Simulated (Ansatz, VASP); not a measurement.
# WSe2 in VASP and in Ansatz

```
W Se
1.0
     1.65107    0.95325    6.57965
    -1.65107    0.95325    6.57965
     0.00000   -1.90650    6.57965
W Se
1 2
Direct
  0.99998 0.99998 0.99998
  0.41765 0.41765 0.41765
  0.24903 0.24903 0.24903
```

Alike in both runs: task single point; functional r2SCAN; k mesh 6 × 6 × 6; no spin polarisation.

```csv
,VASP,Ansatz
version,VASP 6.6.1,Ansatz 0.2.0
potentials or method,"VASP PAW PBE potentials, release 64 (W_sv, Se)",plane waves
plane-wave cutoff (eV),520,500
occupations,"gaussian, width 0.01 eV",fixed
valence electrons in the cell,26,46
```

```tsv
	VASP	Ansatz	Ansatz less VASP
gap on the k mesh at the Fermi level (eV)	1.20	1.21	+0.004
pressure (GPa)	1.6	1.3	-0.33
largest component of the traceless stress (GPa)	0.05	0.09	+0.039
rms of the force components (eV/Å)	0.005	0.016	+0.0108
```

Atom by atom the forces differ by 0.021 eV/Å (rms over components). The two sets of potentials don't hold the same shells in valence.

Caveats: the PAW data sets were made with another functional, which shifts forces and pressure a little (VASP); spin-orbit coupling is left out, which moves the levels of the heavy elements. A k mesh can miss the band edges.
